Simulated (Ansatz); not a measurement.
## From the elastic tensor of GaN to moduli and sound speeds

These are results of DFT PBE0, scalar-relativistic, plane waves, PAW in Ansatz 0.2.0, not measurements. Cutoff 420 eV, 8×8×8 k-points (Γ-centred), fixed occupations. No spin polarisation.

Symmetry: Fm-3m, No. 225, cubic system. The conventional cell has a = 4.208 Å, b = 4.208 Å, c = 4.208 Å, α = 90.00°, β = 90.00°, γ = 90.00°. Ga (site symmetry m-3m) is surrounded by 6 N at 2.10 Å. N (site symmetry m-3m) is surrounded by 6 Ga at 2.10 Å.

The cell is the ideal cubic rocksalt prototype; this isn't the usual structure of the compound.

Relaxed-ion constants (GPa, on the Cartesian axes of the calculation):
C11 = 380.5, C12 = 187.2, C13 = 187.2, C22 = 380.5, C23 = 187.2, C33 = 380.5, C44 = 236.3, C55 = 236.3, C66 = 236.3 GPa; the others vanish.

Density 7.465 g/cm³; 2 atoms in 18.63 Å³.

The values that follow are for a polycrystal of randomly turned grains, by Hill's mean where one number stands. In a crystal this anisotropic the Voigt and Reuss bounds lie far apart, so Hill's mean and the sound speeds and Debye temperature from it are rough.

With S = C⁻¹: B_V = (C11+C22+C33+2(C12+C13+C23))/9, G_V = (C11+C22+C33−C12−C13−C23+3(C44+C55+C66))/15, 1/B_R = S11+S22+S33+2(S12+S13+S23), 15/G_R = 4(S11+S22+S33−S12−S13−S23)+3(S44+S55+S66); Hill is their mean. Then v_l = √((B+4G/3)/ρ), v_t = √(G/ρ), v_m = [(2/v_t³+1/v_l³)/3]^(−1/3) and Θ = (ħ/k_B)·v_m·(6π²n/V)^(1/3) for n atoms in the volume V; E = 9BG/(3B+G), ν = (3B−2G)/(2(3B+G)) and A^U = 5G_V/G_R + B_V/B_R − 6.

```
Bulk modulus, Voigt / Reuss / Hill          : 251.6 / 251.6 / 251.6 GPa
Shear modulus, Voigt / Reuss / Hill         : 180.5 / 149.8 / 165.1 GPa
Young's modulus                             : 406 GPa
Poisson ratio                               : 0.231
Pugh ratio B/G                              : 1.52
Universal anisotropy index                  : 1.02
Longitudinal and transverse sound speeds    : 7950 and 4703 m/s
Debye temperature from the mean sound speed : 737 K
```

Cost: 1 run of about 6.6 core-minutes, on Arm Neoverse N1 (shared hosts).

The elastic constants meet the Born criteria for a cubic crystal, so this rocksalt cell resists every small homogeneous strain. That does not establish dynamical stability at finite wavevector. C44, at 236.3 GPa, clearly exceeds half the difference between C11 and C12, which makes the crystal stiffest along the cube diagonals and most compliant along the Ga–N bond axes.

This order is notable because nearest-neighbour central forces alone would resist the tetragonal shear, which changes bond lengths, but not the C44 shear, which to first order only changes bond angles. The large C44 therefore probably reflects Madelung electrostatics and N–N repulsion, together with non-central forces. The last are needed because C44 also exceeds C12, breaking the Cauchy relation expected for purely pairwise central forces in an unstressed lattice where every atom is an inversion centre. The constants alone cannot tell whether these forces come from directional Ga–N covalency or from deformation of the polarisable nitride ion.
